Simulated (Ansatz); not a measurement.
# NaI (CsCl type): from bands to localised orbitals

Where do the localised orbitals of NaI (CsCl type) sit, how far are they spread, and how do the settings change that? The runs, in order: PBE, anion s p, 4×4×4; PBE, anion s p, 6×6×6; PBE, anion p, 4×4×4; PBE, cation s and anion p, disentangled, 4×4×4; r2SCAN, anion s p, 4×4×4; r2SCAN, cation s and anion p, disentangled, 4×4×4; r2SCAN, anion p, 4×4×4; HSE06, anion s p, 4×4×4; HSE06, cation s and anion p, disentangled, 4×4×4 (level, trial orbitals, Wannier mesh).

Computed with Ansatz 0.2.0 (plane waves, PAW, unless a step's input says otherwise).

### Step 1. Starting point

The structure is cubic, space group Pm-3m (No. 221). The conventional cell has a = 4.041 Å, b = 4.041 Å, c = 4.041 Å, α = 90.00°, β = 90.00°, γ = 90.00°. Na (site symmetry m-3m) has 8 I at 3.50 Å in its first shell of neighbours. Around I (site symmetry m-3m) lie 8 Na at 3.50 Å.

Structure file:

```cif
data_structure
_symmetry_space_group_name_H-M 'P 1'
_symmetry_Int_Tables_number 1
_cell_length_a 4.0405
_cell_length_b 4.0405
_cell_length_c 4.0405
_cell_angle_alpha 90.000
_cell_angle_beta 90.000
_cell_angle_gamma 90.000
_cell_volume 65.97
loop_
_atom_site_label
_atom_site_type_symbol
_atom_site_fract_x
_atom_site_fract_y
_atom_site_fract_z
_atom_site_occupancy
Na1 Na 0.00000 0.00000 0.00000 1
I1 I 0.50000 0.50000 0.50000 1
```

The cell was relaxed beforehand with r2SCAN; those runs aren't shown. No run includes spin-orbit coupling, which matters for I.

### Step 2. PBE, anion s p, 4×4×4

input.yaml reads:

```yaml
crystal:
  lattice:
    - [4.0405366932, 0.0, 0.0]
    - [0.0, 4.0405366932, 0.0]
    - [0.0, 0.0, 4.0405366932]
  atoms:
    - { symbol: Na, position: [0.0, 0.0, 0.0] }
    - { symbol: I, position: [0.5, 0.5, 0.5] }
kpoints:
  mp_grid: { grid: [6, 6, 6] }
  band_path:
    path:
      - [[0.0, 0.0, 0.0], [-2.045227974533e-50, 0.5, -2.496013030216e-68], [0.5, 0.5, -1.112188028017e-34], [0.0, 0.0, 0.0], [0.5, 0.5, 0.5], [-2.045227974533e-50, 0.5, -2.496013030216e-68]]
      - [[0.5, 0.5, 0.5], [0.5, 0.5, -1.112188028017e-34]]
    npoints: 10
hamiltonian:
  xc: pbe
scf:
  occupations: { method: fixed }
  n_extra_bands: 6
output:
  forces: false
  stress: false
  eigenvalues: true
  wannier:
    kmesh: [4, 4, 4]
    projections: [{ species: I, l: s, shell: 5 }, { species: I, l: p, shell: 5 }]
    minimise: true
    write_hr: true
    conv_tol: 1.0e-08
    max_iter: 3000
```

On the command line:

```
$ ansatz run input.yaml --threads 4 --pin off --max-ram 3686MiB --backend cpu --events-out ev --progress --plain --runs-dir out
```

Further steps of the session: PBE, anion s p, 6×6×6; PBE, anion p, 4×4×4; PBE, cation s and anion p, disentangled, 4×4×4; r2SCAN, anion s p, 4×4×4; r2SCAN, cation s and anion p, disentangled, 4×4×4; r2SCAN, anion p, 4×4×4; HSE06, anion s p, 4×4×4; HSE06, cation s and anion p, disentangled, 4×4×4.

Q: Predict the results of all the runs planned. Wanted: total spread, PBE, anion s p, 4×4×4; total spread, PBE, anion s p, 6×6×6; total spread, PBE, anion p, 4×4×4; total spread, PBE, cation s and anion p, disentangled, 4×4×4; total spread, r2SCAN, anion s p, 4×4×4; total spread, r2SCAN, cation s and anion p, disentangled, 4×4×4; total spread, r2SCAN, anion p, 4×4×4; total spread, HSE06, anion s p, 4×4×4; total spread, HSE06, cation s and anion p, disentangled, 4×4×4.

As calculated:

```
                                                       quantity                                 value
                            total spread, PBE, anion s p, 4×4×4              6.74 Å² over 4 functions
                            total spread, PBE, anion s p, 6×6×6              7.12 Å² over 4 functions
                              total spread, PBE, anion p, 4×4×4              6.62 Å² over 3 functions
   total spread, PBE, cation s and anion p, disentangled, 4×4×4             10.15 Å² over 4 functions
                         total spread, r2SCAN, anion s p, 4×4×4              6.59 Å² over 4 functions
total spread, r2SCAN, cation s and anion p, disentangled, 4×4×4             10.79 Å² over 4 functions
                           total spread, r2SCAN, anion p, 4×4×4              6.48 Å² over 3 functions
                          total spread, HSE06, anion s p, 4×4×4              6.60 Å² over 4 functions
 total spread, HSE06, cation s and anion p, disentangled, 4×4×4             10.30 Å² over 4 functions
                                       centres of the first set  0.57 to 0.58 Å from the nearest atom
```

**Reading.** With PBE, anion s p, 4×4×4 the 4 functions move off the atoms, with a mean spread of 1.69 Å²; 81 % of the total is gauge invariant. The total spread goes from 6.74 Å² on 4×4×4 to 7.12 Å² on 6×6×6: finite differences in k understate it on coarse meshes, while the largest miss of a band goes from 0.11 to 0.03 eV. On one set and mesh the functional gives 6.74 (PBE), 6.59 (r2SCAN), 6.60 (HSE06) Å². The disentangled models miss some band by up to 1.3 eV, which may lie outside their frozen windows.
